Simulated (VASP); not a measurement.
Runs of VASP 6.6.1 on SH2. The cell holds a molecule in a box, 3 atoms: a = 12.326 Å, b = 12.826 Å, c = 13.326 Å, α = 90.00°, β = 90.00°, γ = 90.00°. 

| level | potentials or basis | cutoff (eV) | grid for exact exchange (PRECFOCK) | screening parameter | gap on the mesh (eV) | largest force (eV/Å) |
| --- | --- | --- | --- | --- | --- | --- |
| HSE06+D3(BJ) | VASP PAW PBE potentials, release 64 (S, H) | 400 | Fast | 0.2 1/A | 6.49 | 0.46 |
| PBE+D3 | VASP PAW PBE potentials, release 64 (S, H) | 400 | - | - | 5.37 | 0.01 |
| PBEsol | VASP PAW PBE potentials, release 64 (S, H) | 400 | - | - | 5.41 | 0.09 |
| PBE+D3(BJ) | VASP PAW PBE potentials, release 64 (S, H) | 520 | - | - | 5.37 | (b) |
| optB86b-vdW | VASP PAW PBE potentials, release 64 (S, H) | 400 | - | - | (a) | 0.02 |
| RPBE+D3(BJ) | VASP PAW PBE potentials, release 64 (S, H) | 400 | - | - | 5.29 | 0.01 |
| LDA | VASP PAW LDA potentials, release 64 (S, H) | 400 | - | - | 5.43 | 0.07 |
| rev-vdW-DF2 | VASP PAW PBE potentials, release 64 (S, H) | 400 | - | - | 5.17 | 0.02 |
| RPBE | VASP PAW PBE potentials, release 64 (S, H) | 400 | - | - | 5.29 | 0.01 |
| PBE | VASP PAW PBE potentials, release 64 (S, H) | 400 | - | - | 5.37 | 0.01 |
| PBE+D4 | VASP PAW PBE potentials, release 64 (S, H) | 400 | - | - | 5.37 | 0.01 |

Alike in all rows: task single point; no spin polarisation; cell as given; k mesh 1 × 1 × 1; smearing gaussian 0.01 eV.

Task: Fill in the values left out.

Result: (a) 5.16; (b) 0.05.

Caveats: the PAW data sets were made with another functional, which shifts forces and pressure a little (some runs).

A k mesh can miss the band edges.

Not every run made on this cell is shown here.
